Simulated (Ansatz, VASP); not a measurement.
# GaSb in two plane-wave programs

Wanted: the spread between two codes on one cell, functional and k mesh. The cell is taken from a series of runs on this material, whose earlier steps may have relaxed, scaled, displaced or heated it; both programs get it as it stands.

Main program and level: Ansatz 0.2.0; plane waves, with VASP 6.6.1 beside it; zone-centre phonons at PBEsol.

### 1. Set-up

It takes space group R3m (No. 160, trigonal). Conventional cell: a = 4.149 Å, b = 4.149 Å, c = 10.801 Å, α = 90.00°, β = 90.00°, γ = 120.00°. Nearest to Ga lie 4 Sb at 2.58 to 2.63 Å. Nearest to Sb lie 4 Ga at 2.58 to 2.63 Å. Farther neighbours are not listed.

As a file:

```cif
data_structure
_symmetry_space_group_name_H-M 'P 1'
_symmetry_Int_Tables_number 1
_cell_length_a 4.3242
_cell_length_b 4.3242
_cell_length_c 4.3242
_cell_angle_alpha 57.332
_cell_angle_beta 57.332
_cell_angle_gamma 57.332
_cell_volume 53.66
loop_
_atom_site_label
_atom_site_type_symbol
_atom_site_fract_x
_atom_site_fract_y
_atom_site_fract_z
_atom_site_occupancy
Ga1 Ga 0.99686 0.99686 0.99686 1
Sb2 Sb 0.75314 0.75314 0.75314 1
```

### 2. VASP: zone-centre phonons, PBEsol

Second derivatives magnify differences that forces hide, and they need a tight electronic threshold.

Lines of VASP's logs that name or quote its potential files are left out, and so is its time.

Contents of INCAR:

```
SYSTEM = GaSb
PREC = Accurate
ENCUT = 500
EDIFF = 1E-08
NELM = 120
ISMEAR = 0
SIGMA = 0.015
LREAL = .FALSE.
ALGO = Normal
GGA = PS
NBANDS = 15
LORBIT = 11
LWAVE = .FALSE.
LCHARG = .FALSE.
ISIF = 2
ISYM = 2
IBRION = 8
LASPH = .TRUE.
GGA_COMPAT = .FALSE.
EFERMI = MIDGAP
KPAR = 2
```

Contents of POSCAR:

```
GaSb
1.0
    0.1229030642      3.0564623130      3.0564623130
    3.0564623130      0.1229030642      3.0564623130
    3.0564623130      3.0564623130      0.1229030642
Ga Sb
1 1
Direct
    0.9968578420      0.9968578420      0.9968578420
    0.7531421580      0.7531421580      0.7531421580
```

Contents of KPOINTS:

```
Points of the shifted mesh
1728
Reciprocal
 0.0416666667  0.0416666667  0.0416666667 1
 0.0416666667  0.0416666667  0.1250000000 1
 0.0416666667  0.0416666667  0.2083333333 1
 0.0416666667  0.0416666667  0.2916666667 1
 0.0416666667  0.0416666667  0.3750000000 1
 0.0416666667  0.0416666667  0.4583333333 1
 0.0416666667  0.0416666667  0.5416666667 1
 0.0416666667  0.0416666667  0.6250000000 1
 0.0416666667  0.0416666667  0.7083333333 1
 0.0416666667  0.0416666667  0.7916666667 1
 0.0416666667  0.0416666667  0.8750000000 1
 0.0416666667  0.0416666667  0.9583333333 1
 0.0416666667  0.1250000000  0.0416666667 1
 0.0416666667  0.1250000000  0.1250000000 1
 0.0416666667  0.1250000000  0.2083333333 1
 0.0416666667  0.1250000000  0.2916666667 1
 0.0416666667  0.1250000000  0.3750000000 1
 0.0416666667  0.1250000000  0.4583333333 1
 0.0416666667  0.1250000000  0.5416666667 1
 0.0416666667  0.1250000000  0.6250000000 1
 0.0416666667  0.1250000000  0.7083333333 1
 0.0416666667  0.1250000000  0.7916666667 1
 0.0416666667  0.1250000000  0.8750000000 1
 0.0416666667  0.1250000000  0.9583333333 1
 0.0416666667  0.2083333333  0.0416666667 1
 0.0416666667  0.2083333333  0.1250000000 1
 0.0416666667  0.2083333333  0.2083333333 1
 0.0416666667  0.2083333333  0.2916666667 1
 0.0416666667  0.2083333333  0.3750000000 1
 0.0416666667  0.2083333333  0.4583333333 1
 0.0416666667  0.2083333333  0.5416666667 1
 0.0416666667  0.2083333333  0.6250000000 1
 0.0416666667  0.2083333333  0.7083333333 1
 0.0416666667  0.2083333333  0.7916666667 1
 0.0416666667  0.2083333333  0.8750000000 1
 0.0416666667  0.2083333333  0.9583333333 1
 0.0416666667  0.2916666667  0.0416666667 1
 0.0416666667  0.2916666667  0.1250000000 1
 0.0416666667  0.2916666667  0.2083333333 1
 0.0416666667  0.2916666667  0.2916666667 1
 0.0416666667  0.2916666667  0.3750000000 1
 0.0416666667  0.2916666667  0.4583333333 1
 0.0416666667  0.2916666667  0.5416666667 1
 0.0416666667  0.2916666667  0.6250000000 1
 0.0416666667  0.2916666667  0.7083333333 1
 0.0416666667  0.2916666667  0.7916666667 1
 0.0416666667  0.2916666667  0.8750000000 1
 0.0416666667  0.2916666667  0.9583333333 1
 0.0416666667  0.3750000000  0.0416666667 1
 0.0416666667  0.3750000000  0.1250000000 1
 0.0416666667  0.3750000000  0.2083333333 1
 0.0416666667  0.3750000000  0.2916666667 1
 0.0416666667  0.3750000000  0.3750000000 1
 0.0416666667  0.3750000000  0.4583333333 1
 0.0416666667  0.3750000000  0.5416666667 1
 0.0416666667  0.3750000000  0.6250000000 1
 0.0416666667  0.3750000000  0.7083333333 1
 0.0416666667  0.3750000000  0.7916666667 1
 0.0416666667  0.3750000000  0.8750000000 1
 0.0416666667  0.3750000000  0.9583333333 1
 0.0416666667  0.4583333333  0.0416666667 1
 0.0416666667  0.4583333333  0.1250000000 1
 0.0416666667  0.4583333333  0.2083333333 1
 0.0416666667  0.4583333333  0.2916666667 1
 0.0416666667  0.4583333333  0.3750000000 1
 0.0416666667  0.4583333333  0.4583333333 1
 0.0416666667  0.4583333333  0.5416666667 1
 0.0416666667  0.4583333333  0.6250000000 1
 0.0416666667  0.4583333333  0.7083333333 1
 0.0416666667  0.4583333333  0.7916666667 1
 0.0416666667  0.4583333333  0.8750000000 1
 0.0416666667  0.4583333333  0.9583333333 1
 0.0416666667  0.5416666667  0.0416666667 1
 0.0416666667  0.5416666667  0.1250000000 1
 0.0416666667  0.5416666667  0.2083333333 1
 0.0416666667  0.5416666667  0.2916666667 1
 0.0416666667  0.5416666667  0.3750000000 1
 0.0416666667  0.5416666667  0.4583333333 1
 0.0416666667  0.5416666667  0.5416666667 1
 0.0416666667  0.5416666667  0.6250000000 1
 0.0416666667  0.5416666667  0.7083333333 1
 0.0416666667  0.5416666667  0.7916666667 1
 0.0416666667  0.5416666667  0.8750000000 1
 0.0416666667  0.5416666667  0.9583333333 1
 0.0416666667  0.6250000000  0.0416666667 1
 0.0416666667  0.6250000000  0.1250000000 1
 0.0416666667  0.6250000000  0.2083333333 1
 0.0416666667  0.6250000000  0.2916666667 1
 0.0416666667  0.6250000000  0.3750000000 1
 0.0416666667  0.6250000000  0.4583333333 1
 0.0416666667  0.6250000000  0.5416666667 1
 0.0416666667  0.6250000000  0.6250000000 1
 0.0416666667  0.6250000000  0.7083333333 1
 0.0416666667  0.6250000000  0.7916666667 1
 0.0416666667  0.6250000000  0.8750000000 1
 0.0416666667  0.6250000000  0.9583333333 1
 0.0416666667  0.7083333333  0.0416666667 1
 0.0416666667  0.7083333333  0.1250000000 1
 0.0416666667  0.7083333333  0.2083333333 1
 0.0416666667  0.7083333333  0.2916666667 1
 0.0416666667  0.7083333333  0.3750000000 1
 0.0416666667  0.7083333333  0.4583333333 1
 0.0416666667  0.7083333333  0.5416666667 1
 0.0416666667  0.7083333333  0.6250000000 1
 0.0416666667  0.7083333333  0.7083333333 1
 0.0416666667  0.7083333333  0.7916666667 1
 0.0416666667  0.7083333333  0.8750000000 1
 0.0416666667  0.7083333333  0.9583333333 1
 0.0416666667  0.7916666667  0.0416666667 1
 0.0416666667  0.7916666667  0.1250000000 1
 0.0416666667  0.7916666667  0.2083333333 1
 0.0416666667  0.7916666667  0.2916666667 1
[... 1390 lines left out ...]
 0.8750000000  0.4583333333  0.1250000000 1
 0.8750000000  0.4583333333  0.2083333333 1
 0.8750000000  0.4583333333  0.2916666667 1
 0.8750000000  0.4583333333  0.3750000000 1
 0.8750000000  0.4583333333  0.4583333333 1
 0.8750000000  0.4583333333  0.5416666667 1
 0.8750000000  0.4583333333  0.6250000000 1
 0.8750000000  0.4583333333  0.7083333333 1
 0.8750000000  0.4583333333  0.7916666667 1
 0.8750000000  0.4583333333  0.8750000000 1
 0.8750000000  0.4583333333  0.9583333333 1
 0.8750000000  0.5416666667  0.0416666667 1
 0.8750000000  0.5416666667  0.1250000000 1
 0.8750000000  0.5416666667  0.2083333333 1
 0.8750000000  0.5416666667  0.2916666667 1
 0.8750000000  0.5416666667  0.3750000000 1
 0.8750000000  0.5416666667  0.4583333333 1
 0.8750000000  0.5416666667  0.5416666667 1
 0.8750000000  0.5416666667  0.6250000000 1
 0.8750000000  0.5416666667  0.7083333333 1
 0.8750000000  0.5416666667  0.7916666667 1
 0.8750000000  0.5416666667  0.8750000000 1
 0.8750000000  0.5416666667  0.9583333333 1
 0.8750000000  0.6250000000  0.0416666667 1
 0.8750000000  0.6250000000  0.1250000000 1
 0.8750000000  0.6250000000  0.2083333333 1
 0.8750000000  0.6250000000  0.2916666667 1
 0.8750000000  0.6250000000  0.3750000000 1
 0.8750000000  0.6250000000  0.4583333333 1
 0.8750000000  0.6250000000  0.5416666667 1
 0.8750000000  0.6250000000  0.6250000000 1
 0.8750000000  0.6250000000  0.7083333333 1
 0.8750000000  0.6250000000  0.7916666667 1
 0.8750000000  0.6250000000  0.8750000000 1
 0.8750000000  0.6250000000  0.9583333333 1
 0.8750000000  0.7083333333  0.0416666667 1
 0.8750000000  0.7083333333  0.1250000000 1
 0.8750000000  0.7083333333  0.2083333333 1
 0.8750000000  0.7083333333  0.2916666667 1
 0.8750000000  0.7083333333  0.3750000000 1
 0.8750000000  0.7083333333  0.4583333333 1
 0.8750000000  0.7083333333  0.5416666667 1
 0.8750000000  0.7083333333  0.6250000000 1
 0.8750000000  0.7083333333  0.7083333333 1
 0.8750000000  0.7083333333  0.7916666667 1
 0.8750000000  0.7083333333  0.8750000000 1
 0.8750000000  0.7083333333  0.9583333333 1
 0.8750000000  0.7916666667  0.0416666667 1
 0.8750000000  0.7916666667  0.1250000000 1
 0.8750000000  0.7916666667  0.2083333333 1
 0.8750000000  0.7916666667  0.2916666667 1
 0.8750000000  0.7916666667  0.3750000000 1
 0.8750000000  0.7916666667  0.4583333333 1
 0.8750000000  0.7916666667  0.5416666667 1
 0.8750000000  0.7916666667  0.6250000000 1
 0.8750000000  0.7916666667  0.7083333333 1
 0.8750000000  0.7916666667  0.7916666667 1
 0.8750000000  0.7916666667  0.8750000000 1
 0.8750000000  0.7916666667  0.9583333333 1
 0.8750000000  0.8750000000  0.0416666667 1
 0.8750000000  0.8750000000  0.1250000000 1
 0.8750000000  0.8750000000  0.2083333333 1
 0.8750000000  0.8750000000  0.2916666667 1
 0.8750000000  0.8750000000  0.3750000000 1
 0.8750000000  0.8750000000  0.4583333333 1
 0.8750000000  0.8750000000  0.5416666667 1
 0.8750000000  0.8750000000  0.6250000000 1
 0.8750000000  0.8750000000  0.7083333333 1
 0.8750000000  0.8750000000  0.7916666667 1
 0.8750000000  0.8750000000  0.8750000000 1
 0.8750000000  0.8750000000  0.9583333333 1
 0.8750000000  0.9583333333  0.0416666667 1
 0.8750000000  0.9583333333  0.1250000000 1
 0.8750000000  0.9583333333  0.2083333333 1
 0.8750000000  0.9583333333  0.2916666667 1
 0.8750000000  0.9583333333  0.3750000000 1
 0.8750000000  0.9583333333  0.4583333333 1
 0.8750000000  0.9583333333  0.5416666667 1
 0.8750000000  0.9583333333  0.6250000000 1
 0.8750000000  0.9583333333  0.7083333333 1
 0.8750000000  0.9583333333  0.7916666667 1
 0.8750000000  0.9583333333  0.8750000000 1
 0.8750000000  0.9583333333  0.9583333333 1
 0.9583333333  0.0416666667  0.0416666667 1
 0.9583333333  0.0416666667  0.1250000000 1
 0.9583333333  0.0416666667  0.2083333333 1
 0.9583333333  0.0416666667  0.2916666667 1
 0.9583333333  0.0416666667  0.3750000000 1
 0.9583333333  0.0416666667  0.4583333333 1
 0.9583333333  0.0416666667  0.5416666667 1
 0.9583333333  0.0416666667  0.6250000000 1
 0.9583333333  0.0416666667  0.7083333333 1
 0.9583333333  0.0416666667  0.7916666667 1
 0.9583333333  0.0416666667  0.8750000000 1
 0.9583333333  0.0416666667  0.9583333333 1
 0.9583333333  0.1250000000  0.0416666667 1
 0.9583333333  0.1250000000  0.1250000000 1
 0.9583333333  0.1250000000  0.2083333333 1
 0.9583333333  0.1250000000  0.2916666667 1
 0.9583333333  0.1250000000  0.3750000000 1
 0.9583333333  0.1250000000  0.4583333333 1
 0.9583333333  0.1250000000  0.5416666667 1
 0.9583333333  0.1250000000  0.6250000000 1
 0.9583333333  0.1250000000  0.7083333333 1
 0.9583333333  0.1250000000  0.7916666667 1
 0.9583333333  0.1250000000  0.8750000000 1
 0.9583333333  0.1250000000  0.9583333333 1
 0.9583333333  0.2083333333  0.0416666667 1
 0.9583333333  0.2083333333  0.1250000000 1
 0.9583333333  0.2083333333  0.2083333333 1
 0.9583333333  0.2083333333  0.2916666667 1
 0.9583333333  0.2083333333  0.3750000000 1
 0.9583333333  0.2083333333  0.4583333333 1
 0.9583333333  0.2083333333  0.5416666667 1
 0.9583333333  0.2083333333  0.6250000000 1
 0.9583333333  0.2083333333  0.7083333333 1
 0.9583333333  0.2083333333  0.7916666667 1
 0.9583333333  0.2083333333  0.8750000000 1
 0.9583333333  0.2083333333  0.9583333333 1
 0.9583333333  0.2916666667  0.0416666667 1
 0.9583333333  0.2916666667  0.1250000000 1
 0.9583333333  0.2916666667  0.2083333333 1
 0.9583333333  0.2916666667  0.2916666667 1
 0.9583333333  0.2916666667  0.3750000000 1
 0.9583333333  0.2916666667  0.4583333333 1
 0.9583333333  0.2916666667  0.5416666667 1
 0.9583333333  0.2916666667  0.6250000000 1
 0.9583333333  0.2916666667  0.7083333333 1
 0.9583333333  0.2916666667  0.7916666667 1
 0.9583333333  0.2916666667  0.8750000000 1
 0.9583333333  0.2916666667  0.9583333333 1
 0.9583333333  0.3750000000  0.0416666667 1
 0.9583333333  0.3750000000  0.1250000000 1
 0.9583333333  0.3750000000  0.2083333333 1
 0.9583333333  0.3750000000  0.2916666667 1
 0.9583333333  0.3750000000  0.3750000000 1
 0.9583333333  0.3750000000  0.4583333333 1
 0.9583333333  0.3750000000  0.5416666667 1
 0.9583333333  0.3750000000  0.6250000000 1
 0.9583333333  0.3750000000  0.7083333333 1
 0.9583333333  0.3750000000  0.7916666667 1
 0.9583333333  0.3750000000  0.8750000000 1
 0.9583333333  0.3750000000  0.9583333333 1
 0.9583333333  0.4583333333  0.0416666667 1
 0.9583333333  0.4583333333  0.1250000000 1
 0.9583333333  0.4583333333  0.2083333333 1
 0.9583333333  0.4583333333  0.2916666667 1
 0.9583333333  0.4583333333  0.3750000000 1
 0.9583333333  0.4583333333  0.4583333333 1
 0.9583333333  0.4583333333  0.5416666667 1
 0.9583333333  0.4583333333  0.6250000000 1
 0.9583333333  0.4583333333  0.7083333333 1
 0.9583333333  0.4583333333  0.7916666667 1
 0.9583333333  0.4583333333  0.8750000000 1
 0.9583333333  0.4583333333  0.9583333333 1
 0.9583333333  0.5416666667  0.0416666667 1
 0.9583333333  0.5416666667  0.1250000000 1
 0.9583333333  0.5416666667  0.2083333333 1
 0.9583333333  0.5416666667  0.2916666667 1
 0.9583333333  0.5416666667  0.3750000000 1
 0.9583333333  0.5416666667  0.4583333333 1
 0.9583333333  0.5416666667  0.5416666667 1
 0.9583333333  0.5416666667  0.6250000000 1
 0.9583333333  0.5416666667  0.7083333333 1
 0.9583333333  0.5416666667  0.7916666667 1
 0.9583333333  0.5416666667  0.8750000000 1
 0.9583333333  0.5416666667  0.9583333333 1
 0.9583333333  0.6250000000  0.0416666667 1
 0.9583333333  0.6250000000  0.1250000000 1
 0.9583333333  0.6250000000  0.2083333333 1
 0.9583333333  0.6250000000  0.2916666667 1
 0.9583333333  0.6250000000  0.3750000000 1
 0.9583333333  0.6250000000  0.4583333333 1
 0.9583333333  0.6250000000  0.5416666667 1
 0.9583333333  0.6250000000  0.6250000000 1
 0.9583333333  0.6250000000  0.7083333333 1
 0.9583333333  0.6250000000  0.7916666667 1
 0.9583333333  0.6250000000  0.8750000000 1
 0.9583333333  0.6250000000  0.9583333333 1
 0.9583333333  0.7083333333  0.0416666667 1
 0.9583333333  0.7083333333  0.1250000000 1
 0.9583333333  0.7083333333  0.2083333333 1
 0.9583333333  0.7083333333  0.2916666667 1
 0.9583333333  0.7083333333  0.3750000000 1
 0.9583333333  0.7083333333  0.4583333333 1
 0.9583333333  0.7083333333  0.5416666667 1
 0.9583333333  0.7083333333  0.6250000000 1
 0.9583333333  0.7083333333  0.7083333333 1
 0.9583333333  0.7083333333  0.7916666667 1
 0.9583333333  0.7083333333  0.8750000000 1
 0.9583333333  0.7083333333  0.9583333333 1
 0.9583333333  0.7916666667  0.0416666667 1
 0.9583333333  0.7916666667  0.1250000000 1
 0.9583333333  0.7916666667  0.2083333333 1
 0.9583333333  0.7916666667  0.2916666667 1
 0.9583333333  0.7916666667  0.3750000000 1
 0.9583333333  0.7916666667  0.4583333333 1
 0.9583333333  0.7916666667  0.5416666667 1
 0.9583333333  0.7916666667  0.6250000000 1
 0.9583333333  0.7916666667  0.7083333333 1
 0.9583333333  0.7916666667  0.7916666667 1
 0.9583333333  0.7916666667  0.8750000000 1
 0.9583333333  0.7916666667  0.9583333333 1
 0.9583333333  0.8750000000  0.0416666667 1
 0.9583333333  0.8750000000  0.1250000000 1
 0.9583333333  0.8750000000  0.2083333333 1
 0.9583333333  0.8750000000  0.2916666667 1
 0.9583333333  0.8750000000  0.3750000000 1
 0.9583333333  0.8750000000  0.4583333333 1
 0.9583333333  0.8750000000  0.5416666667 1
 0.9583333333  0.8750000000  0.6250000000 1
 0.9583333333  0.8750000000  0.7083333333 1
 0.9583333333  0.8750000000  0.7916666667 1
 0.9583333333  0.8750000000  0.8750000000 1
 0.9583333333  0.8750000000  0.9583333333 1
 0.9583333333  0.9583333333  0.0416666667 1
 0.9583333333  0.9583333333  0.1250000000 1
 0.9583333333  0.9583333333  0.2083333333 1
 0.9583333333  0.9583333333  0.2916666667 1
 0.9583333333  0.9583333333  0.3750000000 1
 0.9583333333  0.9583333333  0.4583333333 1
 0.9583333333  0.9583333333  0.5416666667 1
 0.9583333333  0.9583333333  0.6250000000 1
 0.9583333333  0.9583333333  0.7083333333 1
 0.9583333333  0.9583333333  0.7916666667 1
 0.9583333333  0.9583333333  0.8750000000 1
 0.9583333333  0.9583333333  0.9583333333 1
```

The projector-augmented-wave data sets are Ga_d and Sb (PBE family, release 64).

On the command line:

```
$ mpirun -np 2 vasp_std
```

Numbers of over 12 decimals in the logs are rounded to 6 here.

The log of the run:

```text
[banner, memory and clock lines left out]
running    2 mpi-ranks, on    1 nodes
[...]
|                                                                             |
|               ----> ADVICE to this user running VASP <----                  |
|                                                                             |
|     You enforced a specific xc type in the INCAR file but a different       |
|     [... a line on the potential file left out ...]
|     I HOPE YOU KNOW WHAT YOU ARE DOING!                                     |
|                                                                             |

 LDA part: xc-table for (Slater+PW92), standard interpolation
 POSCAR, INCAR and KPOINTS ok, starting setup
[...]
entering main loop
       N       E                     dE             d eps       ncg     rms          rms(c)
DAV:   1     0.802980203566E+02    0.80298E+02   -0.85564E+03 52560   0.148E+03
DAV:   2    -0.206595512815E+01   -0.82364E+02   -0.79451E+02 59827   0.303E+02
DAV:   3    -0.809082484996E+01   -0.60249E+01   -0.60033E+01 62067   0.670E+01
DAV:   4    -0.819618158311E+01   -0.10536E+00   -0.10534E+00 64531   0.100E+01
DAV:   5    -0.819867688154E+01   -0.24953E-02   -0.24952E-02 66367   0.135E+00    0.339E+00
DAV:   6    -0.811094576722E+01    0.87731E-01   -0.92767E-02 68871   0.554E+00    0.200E+00
DAV:   7    -0.807948836477E+01    0.31457E-01   -0.57394E-02 63901   0.220E+00    0.376E-01
DAV:   8    -0.807966251826E+01   -0.17415E-03   -0.61447E-03 66640   0.964E-01    0.130E-01
[...]
DAV:  12    -0.807990228267E+01   -0.13176E-06   -0.44514E-07 68157   0.495E-03    0.180E-03
DAV:  13    -0.807990223510E+01    0.47569E-07   -0.61816E-08 59551   0.205E-03    0.389E-04
DAV:  14    -0.807990225912E+01   -0.24024E-07   -0.37154E-09 53066   0.660E-04    0.144E-04
DAV:  15    -0.807990226701E+01   -0.78858E-08   -0.92975E-10 35755   0.390E-04
   1 F= -.80799023E+01 E0= -.80799023E+01  d E =-.136288E-45
 Linear response reoptimize wavefunctions to high precision
DAV:   1    -0.807990226914E+01   -0.21346E-08   -0.17270E-10 43749   0.124E-04
DAV:   2    -0.807990226915E+01   -0.59117E-11   -0.36548E-11 31646   0.604E-05
 Linear response DOF=           2
 Linear response progress:
  Degree of freedom:   1/  2
       N       E                     dE             d eps       ncg     rms          rms(c)
RMM:   1    -0.166157890409E+00   -0.16616E+00    0.80465E-02 64788   0.823E+00
RMM:   2    -0.164833056761E+00    0.13248E-02   -0.28129E-02 98674   0.138E+00    0.409E-02
RMM:   3    -0.164928899082E+00   -0.95842E-04   -0.35573E-03102886   0.433E-01    0.287E-02
RMM:   4    -0.164840699296E+00    0.88200E-04   -0.15358E-03111140   0.197E-01    0.137E-02
RMM:   5    -0.164840253255E+00    0.44604E-06   -0.61911E-05107943   0.515E-02    0.484E-03
RMM:   6    -0.164850775924E+00   -0.10523E-04   -0.10912E-05108299   0.208E-02    0.409E-04
RMM:   7    -0.164847195049E+00    0.35809E-05   -0.31552E-06106439   0.888E-03    0.445E-04
RMM:   8    -0.164847972522E+00   -0.77747E-06   -0.36101E-07105189   0.410E-03    0.147E-04
RMM:   9    -0.164849204358E+00   -0.12318E-05    0.86362E-08106648   0.191E-03    0.581E-05
RMM:  10    -0.164850050773E+00   -0.84641E-06    0.16226E-07108309   0.955E-04    0.211E-05
RMM:  11    -0.164850055661E+00   -0.48882E-08    0.96450E-08107170   0.452E-04    0.651E-06
 first order change of Fermi-energy   0.23807E-01
 force on displaced ion       1 direction 1 :  -9.204   0.208   0.208
 Linear response progress:
  Degree of freedom:   2/  2
       N       E                     dE             d eps       ncg     rms          rms(c)
RMM:   1    -0.285955730346E-01   -0.28596E-01    0.17041E-04104746   0.144E+00
RMM:   2    -0.255617376186E-01    0.30338E-02   -0.39221E-03 95004   0.417E-01    0.693E-02
RMM:   3    -0.255198931326E-01    0.41844E-04   -0.22946E-04104314   0.111E-01    0.371E-02
RMM:   4    -0.255814553421E-01   -0.61562E-04   -0.43593E-05105347   0.472E-02    0.489E-03
RMM:   5    -0.255941555331E-01   -0.12700E-04   -0.64723E-06108949   0.167E-02    0.290E-03
RMM:   6    -0.255877164559E-01    0.64391E-05   -0.11261E-06106362   0.589E-03    0.127E-03
RMM:   7    -0.255856073732E-01    0.21091E-05   -0.96265E-08101524   0.207E-03    0.248E-04
RMM:   8    -0.255850071406E-01    0.60023E-06   -0.18264E-08109931   0.776E-04    0.929E-05
RMM:   9    -0.255848222622E-01    0.18488E-06   -0.27179E-09107485   0.275E-04    0.229E-05
RMM:  10    -0.255848055725E-01    0.16690E-07   -0.33467E-10106325   0.958E-05    0.647E-06
RMM:  11    -0.255848161884E-01   -0.10616E-07   -0.15596E-10104274   0.355E-05    0.213E-06
RMM:  12    -0.255848147418E-01    0.14466E-08    0.61641E-11102269   0.135E-05    0.504E-07
 first order change of Fermi-energy  -0.23802E-01
 force on displaced ion       2 direction 1 :  -9.206   0.199   0.199
 Linear response finished
```

[end of part 1 of 2]

[Lines on the potential files, build, host, timing and source positions are cut from VASP's logs without a mark.]

[Logs are printed without paths, hosts, clocks, repeated set-up lines and the standing remarks that a program may print on its own settings, such as how far it seeks lower states.]

[Hosts, paths, dates, database ids (printed as entryN), source tags and the programs' standing remarks are cut or masked in the printed files.]
